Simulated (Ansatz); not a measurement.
# MgO: the cost of one run

Computed with Ansatz 0.2.0 (DFT PBEsol, scalar-relativistic, plane waves, PAW, unless a step's input says otherwise).

## 1. The system as given

The structure is hexagonal, space group P6_3mc (No. 186). Conventional cell: a = 3.308 Å, b = 3.308 Å, c = 4.983 Å, α = 90.00°, β = 90.00°, γ = 120.00°. Mg (site symmetry 3m) has 4 O at 1.97 to 1.99 Å as nearest neighbours. O (site symmetry 3m) is surrounded by 4 Mg at 1.97 to 1.99 Å.

Structure file:

```
Mg O
1.0
     3.30779    0.00000    0.00000
    -1.65389    2.86463    0.00000
     0.00000    0.00000    4.98288
Mg O
2 2
Direct
  0.33333 0.66667 0.00216
  0.66667 0.33333 0.50216
  0.33333 0.66667 0.40244
  0.66667 0.33333 0.90244
```

The structure comes from the Materials Project (structure only).

## 2. One atom moved

The change: atom 4 (O) moved by 0.22 Å.

Contents of input.yaml:

```yaml
crystal:
  lattice:
    - [3.3077869865, 0.0, 0.0]
    - [-1.6538934933, 2.8646275606, 0.0]
    - [0.0, 0.0, 4.98288167]
  atoms:
    - { symbol: Mg, position: [0.33333333, 0.66666667, 0.00215974] }
    - { symbol: Mg, position: [0.66666667, 0.33333333, 0.50215974] }
    - { symbol: O, position: [0.33333333, 0.66666667, 0.40244026] }
    - { symbol: O, position: [0.6886433965, 0.2840703815, 0.9191595011] }
basis:
  ecutwfc: 420
kpoints:
  mp_grid: { grid: [9, 9, 6] }
hamiltonian:
  xc: pbesol
scf:
  occupations: { method: gaussian, width: 0.02 }
output:
  forces: true
  stress: true
  eigenvalues: true
```

Command:

```sh
$ ansatz run input.yaml --threads 1 --pin off --max-ram 1331MiB --backend cpu --events-out ev --progress --plain --runs-dir out
```

What time and memory should one allow on 1 thread of an Arm CPU, shared host?

About 21 s, with a peak of 0.47 GiB.
